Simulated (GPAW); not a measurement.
Runs of GPAW 26.7.0 on ZrS. Symmetry: Fm-3m, No. 225, cubic system. Conventional cell: a = 5.250 Å, b = 5.250 Å, c = 5.250 Å, α = 90.00°, β = 90.00°, γ = 90.00°. Around Zr (site symmetry m-3m) lie 6 S at 2.62 Å. S (site symmetry m-3m) has 6 Zr at 2.62 Å as nearest neighbours. 

```tsv
level	potentials or basis	eigensolver	gap on the mesh (eV)	pressure (GPa)	relaxed volume (Å³/atom)
r2SCAN	GPAW PAW data sets (gpaw-data 1.2.1), pw	-	none	0.0	17.78
BLYP+D3(BJ)	PAW data sets generated in the run's folder for this functional, pw	davidson	none	0.0	17.25
BLYP+D4	PAW data sets generated in the run's folder for this functional, pw	davidson	none	0.0	(a)
BLYP	PAW data sets generated in the run's folder for this functional, pw	davidson	none	0.1	18.74
```

Alike in all rows: task relaxation of cell and atoms; no spin polarisation; cell relaxed; k mesh 9 × 9 × 9; cutoff (eV) 600; smearing fermi-dirac 0.05 eV.

Question: Estimate the missing entries.

Answer: (a) 17.87.

Caveats: later steps reuse the first step's grids; pairwise dispersion overbinds metals, which lowers pressure and volume (some runs); the PAW data sets were made with another functional, which shifts forces and pressure a little (some runs).

A k mesh can miss the band edges, and the runs leave out spin-orbit coupling on Zr.

A gap of «none» marks a metal or a gap under the smearing width.
